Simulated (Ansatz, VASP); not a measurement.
# Ga2SbAs in two plane-wave programs, part 2 of 2

One calculation is typed for both programs; each brings its own data sets. How far apart do they land? The cell is taken from a series of runs on this material, whose earlier steps may have relaxed, scaled, displaced or heated it; both programs get it as it stands.

VASP 6.6.1 and Ansatz 0.2.0.

So far. Step 2 (VASP: single point, PBEsol, pair 1): The run ends at a pressure of 0.14 GPa, with forces up to 0.0041 eV/Å.

## 5. Ansatz: single point, PBEsol, pair 2

Level of this step: Ansatz beside VASP: Kohn-Sham DFT, plane waves, PBEsol (Ansatz).

With cell and atoms fixed, the geometry can't cause a difference; cores, projectors, grids and the points listed under the comparison can. This pair takes another cell of the material, with 16 atoms against 12 for the pair before.

The cell is taken from a series of runs on this material, whose earlier steps may have relaxed, scaled, displaced or heated it; both programs get it as it stands.

input.yaml

```yaml
crystal:
  lattice:
    - [4.1730177172, 0.0, 0.0]
    - [0.0, 4.1730177172, 0.0]
    - [0.0, 0.0, 23.4442829364]
  atoms:
    - { symbol: Ga, position: [0.0, 0.0, 0.0321689898] }
    - { symbol: As, position: [0.5, 0.0, 0.0902070795] }
    - { symbol: Ga, position: [0.5, 0.5, 0.1482606939] }
    - { symbol: As, position: [0.0, 0.5, 0.2060951749] }
    - { symbol: Ga, position: [0.0, 0.0, 0.2640209053] }
    - { symbol: As, position: [0.5, 0.0, 0.3219466357] }
    - { symbol: Ga, position: [0.5, 0.5, 0.3797811167] }
    - { symbol: As, position: [0.0, 0.5, 0.4378347311] }
    - { symbol: Ga, position: [0.0, 0.0, 0.4958728208] }
    - { symbol: Sb, position: [0.5, 0.0, 0.5630726236] }
    - { symbol: Ga, position: [0.5, 0.5, 0.6299005065] }
    - { symbol: Sb, position: [0.0, 0.5, 0.696993] }
    - { symbol: Ga, position: [0.0, 0.0, 0.7640209053] }
    - { symbol: Sb, position: [0.5, 0.0, 0.8310488106] }
    - { symbol: Ga, position: [0.5, 0.5, 0.8981413041] }
    - { symbol: Sb, position: [0.0, 0.5, 0.964969187] }
kpoints:
  mp_grid: { grid: [6, 6, 2] }
  band_path:
    path:
      - [[0.0, 0.0, 0.0], [0.0, 0.5, 0.0], [0.5, 0.5, 0.0], [0.0, 0.0, 0.0], [0.0, 0.0, 0.5], [0.0, 0.5, 0.5], [0.5, 0.5, 0.5], [0.0, 0.0, 0.5]]
      - [[0.0, 0.5, 0.0], [0.0, 0.5, 0.5]]
      - [[0.5, 0.5, 0.0], [0.5, 0.5, 0.5]]
    npoints: 10
hamiltonian:
  xc: pbesol
  pseudopotentials: { kind: paw, azcp: { folder: soft_1 }, xc_functional: pbe }
scf:
  occupations: { method: fermi_dirac, width: 0.02 }
  n_extra_bands: 9
output:
  eigenvalues: true
  forces: true
  stress: true
  write_density: true
  write_potential: true
  elf: true
  volumetric_format: npy
```

Started as:

```console
$ ansatz run input.yaml --threads 4 --pin off --max-ram 17510MiB --backend cpu --events-out ev --progress --plain --runs-dir out
```

Numbers of over 12 decimals in the logs are rounded to 6 here.

Log:

```text
[...]
Crystal: 16 atoms, lattice volume = 408.261 Å³
Basis set: ecut = 420 eV, 7903 PW (Γ), exchange–correlation on 60×60×320 points (8 copies of the dense FFT grid, shifted against one another)
Bands: 121, of which v1, the nominal top of the filled ones, is band 112 counted from 1 (111 counted from 0)
Symmetry: 8 space group operations
[...]
k-points: 20 of 72
[...]
k-point 0: bands = [... 108 lower, 7.2124, 7.7500, 7.8784, 7.9262, 7.9262, 8.5902, 8.6107, 8.9773, ... 5 higher]
  k-point 1: bands = [... 108 lower, 7.4059, 7.4059, 7.8640, 7.8640, 8.5534, 8.6087, 8.7763, 8.8395, ... 5 higher]
  k-point 2: bands = [... 108 lower, 7.2236, 7.2298, 7.2387, 7.8431, 8.8731, 8.9956, 9.1079, 9.2009, ... 5 higher]
  k-point 19: bands = [... 108 lower, 5.0148, 5.0349, 5.1081, 5.1081, 9.0495, 9.0587, 9.2643, 9.2643, ... 5 higher]
[key lines of the parts left out:]
SCF converged after 11 iterations
Free energy (F): -74833.476737 eV
Fermi energy:    7.933212 eV
P = ⅓ Tr σ = 0.0301 GPa (0.301 kbar)
```

## 6. VASP: single point, PBEsol, pair 2

The same cell, functional, mesh and smearing now go to VASP, with its own data sets.

INCAR

```
SYSTEM = Ga2SbAs
PREC = Accurate
ENCUT = 500
EDIFF = 1E-06
NELM = 120
ISMEAR = -1
SIGMA = 0.02
LREAL = .FALSE.
ALGO = Normal
GGA = PS
NBANDS = 89
LORBIT = 11
LWAVE = .FALSE.
LCHARG = .FALSE.
ISIF = 2
LASPH = .TRUE.
GGA_COMPAT = .FALSE.
KPAR = 4
```

POSCAR

```
Ga2SbAs
1.0
    4.1730177172      0.0000000000      0.0000000000
    0.0000000000      4.1730177172      0.0000000000
    0.0000000000      0.0000000000     23.4442829364
Ga As Sb
8 4 4
Direct
    0.0000000000      0.0000000000      0.0321689898
    0.5000000000      0.5000000000      0.1482606939
    0.0000000000      0.0000000000      0.2640209053
    0.5000000000      0.5000000000      0.3797811167
    0.0000000000      0.0000000000      0.4958728208
    0.5000000000      0.5000000000      0.6299005065
    0.0000000000      0.0000000000      0.7640209053
    0.5000000000      0.5000000000      0.8981413041
    0.5000000000      0.0000000000      0.0902070795
    0.0000000000      0.5000000000      0.2060951749
    0.5000000000      0.0000000000      0.3219466357
    0.0000000000      0.5000000000      0.4378347311
    0.5000000000      0.0000000000      0.5630726236
    0.0000000000      0.5000000000      0.6969930000
    0.5000000000      0.0000000000      0.8310488106
    0.0000000000      0.5000000000      0.9649691870
```

KPOINTS

```
Automatic mesh
0
Gamma
6 6 2
0 0 0
```

Potentials, in the order of the species: Ga_d, As and Sb (PBE family, release 64).

Started as:

```console
$ mpirun -np 4 vasp_std
```

Log:

```text
[banner, memory and clock lines left out]
running    4 mpi-ranks, on    1 nodes
[...]
[... a notice as in an earlier step ...]

 LDA part: xc-table for (Slater+PW92), standard interpolation
 POSCAR, INCAR and KPOINTS ok, starting setup
[...]
entering main loop
       N       E                     dE             d eps       ncg     rms          rms(c)
DAV:   1     0.140709127656E+04    0.14071E+04   -0.58303E+04  3904   0.213E+03
DAV:   2     0.224963578224E+03   -0.11821E+04   -0.11312E+04  3744   0.622E+02
DAV:   3    -0.449259624325E+02   -0.26989E+03   -0.25409E+03  4296   0.197E+02
DAV:   4    -0.683366839540E+02   -0.23411E+02   -0.22945E+02  4154   0.562E+01
[...]
DAV:  13    -0.685187013423E+02   -0.17496E-04   -0.16514E-04  5176   0.656E-02    0.748E-03
DAV:  14    -0.685187027034E+02   -0.13612E-05   -0.85951E-06  3856   0.255E-02    0.381E-03
DAV:  15    -0.685187033663E+02   -0.66289E-06   -0.29614E-06  2887   0.105E-02
   1 F= -.68518703E+02 E0= -.68518096E+02  d E =-.121548E-02
```

Parts of OUTCAR (step 6):

```text
  Total        0.3440374      0.3440374      0.3608167      0.0000000      0.0000000      0.0000000
  in kB        1.3501402      1.3501402      1.4159886      0.0000000      0.0000000      0.0000000
  external PRESSURE =       1.3720896 kB  Pullay stress =       0.0000000 kB

 POSITION                                       TOTAL-FORCE (eV/Angst)
 -----------------------------------------------------------------------------------
      0.00000      0.00000      0.75418         0.000000      0.000000     -0.002919
      2.08651      2.08651      3.47587         0.000000      0.000000      0.001952
      0.00000      0.00000      6.18978         0.000000      0.000000      0.000000
      2.08651      2.08651      8.90370         0.000000      0.000000     -0.001952
      0.00000      0.00000     11.62538         0.000000      0.000000      0.002919
      2.08651      2.08651     14.76757         0.000000      0.000000      0.000413
      0.00000      0.00000     17.91192         0.000000      0.000000      0.000000
      2.08651      2.08651     21.05628         0.000000      0.000000     -0.000413
      2.08651      0.00000      2.11484         0.000000      0.000000      0.000568
      0.00000      2.08651      4.83175         0.000000      0.000000     -0.001535
      2.08651      0.00000      7.54781         0.000000      0.000000      0.001535
      0.00000      2.08651     10.26472         0.000000      0.000000     -0.000568
      2.08651      0.00000     13.20083         0.000000      0.000000     -0.001653
      0.00000      2.08651     16.34050         0.000000      0.000000     -0.000504
      2.08651      0.00000     19.48334         0.000000      0.000000      0.000504
      0.00000      2.08651     22.62301         0.000000      0.000000      0.001653
 -----------------------------------------------------------------------------------
    total drift:                                0.000000      0.000000     -0.000021

  FREE ENERGIE OF THE ION-ELECTRON SYSTEM (eV)
  ---------------------------------------------------
  free  energy   TOTEN  =       -68.5187033663 eV

  energy  without entropy=      -68.5174878868  energy(sigma->0) =      -68.51809563

[... 3 further parts left out ...]
[key lines of the parts left out:]
E-fermi :   4.5175
```

The run ends at a pressure of 0.14 GPa, with forces up to 0.0029 eV/Å.

## 7. Differences

What differs besides the data sets and the points named for the pairs above, as far as they apply: the data sets hold 224 valence electrons in Ansatz (on its PAW soft_1 files) and 144 in VASP. Total energies have different zeros and are not compared.

Compared:

| quantity | Ansatz | VASP | difference |
| --- | --- | --- | --- |
| pressure (GPa) | 0.03 | 0.14 | -0.11 |

## 8. Results

```
difference in pressure (single point, PBEsol, pair 1) : -0.11 GPa
difference in pressure (single point, PBEsol, pair 2) : -0.11 GPa
```

The difference in pressure is -0.11 GPa (single point, PBEsol, pair 1), within the 1 GPa picked in this series as the mark of a large difference. The data sets hold unlike numbers of valence electrons (168 in Ansatz and 108 in VASP and 224 in Ansatz and 144 in VASP), so part of the differences comes from the potentials. Such differences can come from data sets, numerical settings and the points named under the comparisons, not from the functional's error against experiment.

[Lines on the potential files, build, host, timing and source positions are cut from VASP's logs without a mark.]

[Logs are printed without paths, hosts, clocks, repeated set-up lines and the standing remarks that a program may print on its own settings, such as how far it seeks lower states.]

[Hosts, paths, dates, database ids (printed as entryN), source tags and the programs' standing remarks are cut or masked in the printed files.]
